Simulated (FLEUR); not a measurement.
# CaF2 (Fluorite) (Fm-3m) in FLEUR: band structure with LDA

Aim: the band structure of CaF2 (Fluorite) with LDA.

Program: FLEUR MaX-R8.1 (later development tree). These are calculated values, not measurements. Logs are shortened: lines on timing, memory, paths and dates and some standing lists are left out, and cuts for length are marked.

## 1. Starting point

It takes space group Fm-3m (No. 225, cubic). The conventional cell has a = 5.462 Å, b = 5.462 Å, c = 5.462 Å, α = 90.00°, β = 90.00°, γ = 90.00°. Ca (site symmetry m-3m) has 8 F at 2.37 Å as nearest neighbours. F (site symmetry -43m) has 4 Ca at 2.37 Å as nearest neighbours.

## 2. Band structure, LDA

Contents of inp.xml:

```xml
<?xml version="1.0" encoding="UTF-8" standalone="no"?>
<fleurInput fleurInputVersion="0.39">
   <comment>
      CaF2                                                                                                
   </comment>
   <calculationSetup>
      <cutoffs Kmax="4.17" Gmax="12.9" GmaxXC="12.9" numbands="0"/>
      <scfLoop itmax="60" minDistance="0.00001" maxIterBroyd="15" imix="Anderson" alpha="0.05" precondParam="0.0" spinf="2.0" sdNocoIR="T"/>
      <coreElectrons ctail="T" frcor="F" kcrel="0" coretail_lmax="0"/>
      <xcFunctional name="vwn" relativisticCorrections="F"/>
      <magnetism jspins="1"/>
      <soc l_soc="F" theta="0.0" phi="0.0" spav="F"/>
      <expertModes spex="0" secvar="F"/>
      <geometryOptimization l_f="F" forcealpha="1.0" forcemix="BFGS" epsdisp="0.00001" epsforce="0.00001"/>
      <ldaU l_linMix="F" mixParam="0.05" spinf="1.0"/>
   </calculationSetup>
   <cell>
      <bzIntegration valenceElectrons="24.0" mode="hist" fermiSmearingEnergy="0.00183747">
         <kPointListSelection listName="default-1"/>
         <!-- k-points included here -->
         <xi:include xmlns:xi="http://www.w3.org/2001/XInclude" href="kpts.xml"> </xi:include>
      </bzIntegration>
      <!-- symmetry operations included here -->
      <xi:include xmlns:xi="http://www.w3.org/2001/XInclude" href="sym.xml"> </xi:include>
      <bulkLattice scale="1.0">
[... 30 lines left out ...]
         </electronConfig>
         <energyParameters s="2" p="2" d="3" f="4"/>
         <lo type="SCLO" l="0" n="2" eDeriv="2"/>
         <lo type="SCLO" l="1" n="2" eDeriv="2"/>
         <lo type="SCLO" l="2" n="3" eDeriv="2"/>
      </species>
   </atomSpecies>
   <atomGroups>
      <atomGroup species="Calcium (Ca)">
         <relPos label="                   1">.0000000000 .0000000000 .0000000000</relPos>
         <force calculate="T" relaxXYZ="TTT"/>
      </atomGroup>
      <atomGroup species="Fluorine (F)">
         <relPos label="                   2">-1.000/4.000 -1.000/4.000 -1.000/4.000</relPos>
         <relPos label="                   3">1.000/4.000 1.000/4.000 1.000/4.000</relPos>
         <force calculate="T" relaxXYZ="TTT"/>
      </atomGroup>
   </atomGroups>
   <output dos="F" band="F" slice="F">
      <checks vchk="F" cdinf="F"/>
      <bandDOS minEnergy="-.5*Htr" maxEnergy="0.5*Htr" sigma="0.015" storeEVData="T"/>
      <vacuumDOS vacdos="F" integ="F" star="F" nstars="0" locx1="0.0" locy1="0.0" locx2="0.0" locy2="0.0" nstm="0" tworkf="0.0"/>
      <unfoldingBand unfoldBand="F" supercellX="1" supercellY="1" supercellZ="1"/>
      <plotting iplot="0" polar="F">
         <plot TwoD="T" vec1="  1.0  0.0  0.0" vec2="  0.0  1.0  0.0" vec3="  0.0  0.0  1.0" zero="  0.0  0.0  0.0" file="plot"/>
      </plotting>
      <chargeDensitySlicing numkpt="0" minEigenval="0.0" maxEigenval="0.0" nnne="0" pallst="F"/>
      <specialOutput eonly="F"/>
      <moessbauerParams electricFieldGradient="T" isomerShift="T" coreHyperfine="T" valenceHyperfine="T"/>
      <magneticCircularDichroism mcd="F" energyLo="-10.0" energyUp="0.0"/>
   </output>
  <!-- We include the file relax.xml here to enable relaxations (see documentation) -->
  <xi:include xmlns:xi="http://www.w3.org/2001/XInclude" href="relax.xml"> <xi:fallback/> </xi:include>
</fleurInput>
```

Contents of crystal.txt:

```
CaF2
&input cartesian=F /
0.0000000000  2.7310000000  2.7310000000
2.7310000000  0.0000000000  2.7310000000
2.7310000000  2.7310000000  0.0000000000
1.8897261246
1.0 1.0 1.0

3
20 0.0000000000  0.0000000000  0.0000000000
9 0.7500000000  0.7500000000  0.7500000000
9 0.2500000000  0.2500000000  0.2500000000

&kpt div1=8 div2=8 div3=8 gamma=T /
```

Contents of inp.xml (bands):

```
<?xml version="1.0" encoding="UTF-8" standalone="no"?>
<fleurInput fleurInputVersion="0.39">
   <comment>
      CaF2                                                                                                
   </comment>
   <calculationSetup>
      <cutoffs Kmax="4.17" Gmax="12.9" GmaxXC="12.9" numbands="0"/>
      <scfLoop itmax="60" minDistance="0.00001" maxIterBroyd="15" imix="Anderson" alpha="0.05" precondParam="0.0" spinf="2.0" sdNocoIR="T"/>
      <coreElectrons ctail="T" frcor="F" kcrel="0" coretail_lmax="0"/>
      <xcFunctional name="vwn" relativisticCorrections="F"/>
      <magnetism jspins="1"/>
      <soc l_soc="F" theta="0.0" phi="0.0" spav="F"/>
      <expertModes spex="0" secvar="F"/>
      <geometryOptimization l_f="F" forcealpha="1.0" forcemix="BFGS" epsdisp="0.00001" epsforce="0.00001"/>
      <ldaU l_linMix="F" mixParam="0.05" spinf="1.0"/>
   </calculationSetup>
   <cell>
      <bzIntegration valenceElectrons="24.0" mode="hist" fermiSmearingEnergy="0.00183747">
         <kPointListSelection listName="path-1"/>
         <!-- k-points included here -->
         <xi:include xmlns:xi="http://www.w3.org/2001/XInclude" href="kpts.xml"> </xi:include>
      </bzIntegration>
      <!-- symmetry operations included here -->
      <xi:include xmlns:xi="http://www.w3.org/2001/XInclude" href="sym.xml"> </xi:include>
      <bulkLattice scale="1.0">
[... 30 lines left out ...]
         </electronConfig>
         <energyParameters s="2" p="2" d="3" f="4"/>
         <lo type="SCLO" l="0" n="2" eDeriv="2"/>
         <lo type="SCLO" l="1" n="2" eDeriv="2"/>
         <lo type="SCLO" l="2" n="3" eDeriv="2"/>
      </species>
   </atomSpecies>
   <atomGroups>
      <atomGroup species="Calcium (Ca)">
         <relPos label="                   1">.0000000000 .0000000000 .0000000000</relPos>
         <force calculate="T" relaxXYZ="TTT"/>
      </atomGroup>
      <atomGroup species="Fluorine (F)">
         <relPos label="                   2">-1.000/4.000 -1.000/4.000 -1.000/4.000</relPos>
         <relPos label="                   3">1.000/4.000 1.000/4.000 1.000/4.000</relPos>
         <force calculate="T" relaxXYZ="TTT"/>
      </atomGroup>
   </atomGroups>
   <output dos="F" band="T" slice="F">
      <checks vchk="F" cdinf="F"/>
      <bandDOS minEnergy="-.5*Htr" maxEnergy="0.5*Htr" sigma="0.015" storeEVData="T"/>
      <vacuumDOS vacdos="F" integ="F" star="F" nstars="0" locx1="0.0" locy1="0.0" locx2="0.0" locy2="0.0" nstm="0" tworkf="0.0"/>
      <unfoldingBand unfoldBand="F" supercellX="1" supercellY="1" supercellZ="1"/>
      <plotting iplot="0" polar="F">
         <plot TwoD="T" vec1="  1.0  0.0  0.0" vec2="  0.0  1.0  0.0" vec3="  0.0  0.0  1.0" zero="  0.0  0.0  0.0" file="plot"/>
      </plotting>
      <chargeDensitySlicing numkpt="0" minEigenval="0.0" maxEigenval="0.0" nnne="0" pallst="F"/>
      <specialOutput eonly="F"/>
      <moessbauerParams electricFieldGradient="T" isomerShift="T" coreHyperfine="T" valenceHyperfine="T"/>
      <magneticCircularDichroism mcd="F" energyLo="-10.0" energyUp="0.0"/>
   </output>
  <!-- We include the file relax.xml here to enable relaxations (see documentation) -->
  <xi:include xmlns:xi="http://www.w3.org/2001/XInclude" href="relax.xml"> <xi:fallback/> </xi:include>
</fleurInput>
```

Potentials or basis: all-electron, FLAPW.

Run with:

```bash
> inpgen -f crystal.txt -profile fastHighL
> # inp.xml edited to the form shown
> mpirun -n 4 fleur_MPI -pe_per_kpt 1
> mpirun -n 4 fleur_MPI -pe_per_kpt 1   # second run, on inp.xml (bands)
```

Standard output:

```text
Welcome to FLEUR        (www.flapw.de)
      MaX-Release 8.1          (www.max-centre.eu)

 ========== k-point set info ==========
 Selected k-point list: default-1
 k-point list type: mesh
 8 x 8 x 8
 Number of k points: 29

 ------------Calculation Setup---------------------------
 Number of MPI-tasks      :            4
 Number of PE/node        :            4
 Number of OMP-threads    :            1
 Using exactly            1  PE per kpt
 k-points in parallel     :            4
 Using exactly            1  PE per kpt
 pe's per k-point         :            1
 No of k-point loops      :            7
 Info/Warning             : your k-point parallelism is not fully load-balanced
 Using exactly            1  PE per kpt
 Using exactly            1  PE per kpt
 Eigenvalue solver        :       lapack
 Number of basis functions:          451
 Approximate size of matrices (H+S) per k-point:         0.003 GB
 --------------------------------------------------------
 Iteration:     1   Distance:      15.70454465 me/bohr^3
 Iteration:     2   Distance:      13.36818531 me/bohr^3
 Iteration:     3   Distance:       4.47512490 me/bohr^3
 Iteration:     4   Distance:       4.81603315 me/bohr^3
 Iteration:     5   Distance:       0.54849980 me/bohr^3
 Iteration:     6   Distance:       0.60251789 me/bohr^3
 Iteration:     7   Distance:       0.14965264 me/bohr^3
 Iteration:     8   Distance:       0.01137725 me/bohr^3
 Iteration:     9   Distance:       0.01825239 me/bohr^3
 Iteration:    10   Distance:       0.00146195 me/bohr^3
 Iteration:    11   Distance:       0.00085778 me/bohr^3
 Iteration:    12   Distance:       0.00011307 me/bohr^3
 Iteration:    13   Distance:       0.00001056 me/bohr^3
 Iteration:    14   Distance:       0.00000216 me/bohr^3

 ********************************************************************
 Run finished successfully
 Stop message:
   all done
 ********************************************************************
```

Run time: 8 s. Hardware: 4 MPI ranks of Intel Xeon 6975P-C (Granite Rapids), shared host.

Results:

```
Free energy                                           : -23885.6975 eV
Band gap on the k mesh                                : 6.91 eV, indirect (least direct gap 7.17 eV)
Band gap along the path                               : 6.91 eV, indirect (least direct gap 7.17 eV)
Valence electrons inside the program's atomic spheres : Ca 8.11; F 6.67 (radii Ca 2.35, F 1.79 bohr)
```

Levels at the corners of the path, in eV from the valence-band top:
```csv
point,band 8,band 9,band 10,band 11,band 12,band 13,band 14,band 15,band 16,band 17
Γ,-2.16,-2.16,-0.26,-0.26,-0.26,6.91,9.05,9.05,11.20,11.20
X,-1.68,-1.68,-0.37,-0.37,0.00,7.88,9.43,10.02,10.84,10.84
W,-2.19,-1.06,-1.06,-0.29,-0.09,8.22,9.66,9.85,9.85,10.86
K,-1.77,-1.53,-0.66,-0.45,-0.10,8.15,9.62,9.73,10.27,10.84
Γ,-2.16,-2.16,-0.26,-0.26,-0.26,6.91,9.05,9.05,11.20,11.20
L,-1.56,-1.33,-1.28,-0.85,-0.85,9.27,9.27,9.66,10.31,10.92
U,-1.77,-1.53,-0.66,-0.45,-0.10,8.15,9.62,9.73,10.27,10.84
W,-2.19,-1.06,-1.06,-0.29,-0.09,8.22,9.66,9.85,9.85,10.86
L,-1.56,-1.33,-1.28,-0.85,-0.85,9.27,9.27,9.66,10.31,10.92
K,-1.77,-1.53,-0.66,-0.45,-0.10,8.15,9.62,9.73,10.27,10.84
U,-1.77,-1.53,-0.66,-0.45,-0.10,8.15,9.62,9.73,10.27,10.84
X,-1.68,-1.68,-0.37,-0.37,0.00,7.88,9.43,10.02,10.84,10.84
```

Core levels (eV from the Fermi level):
| atom | levels |
| --- | --- |
| 1 Ca | 1s1/2 -3926.0, 2s1/2 -401.5, 2p1/2 -325.4, 2p3/2 -321.8 |
| 2 F | 1s1/2 -646.5 |
| 3 F | 1s1/2 -646.5 |
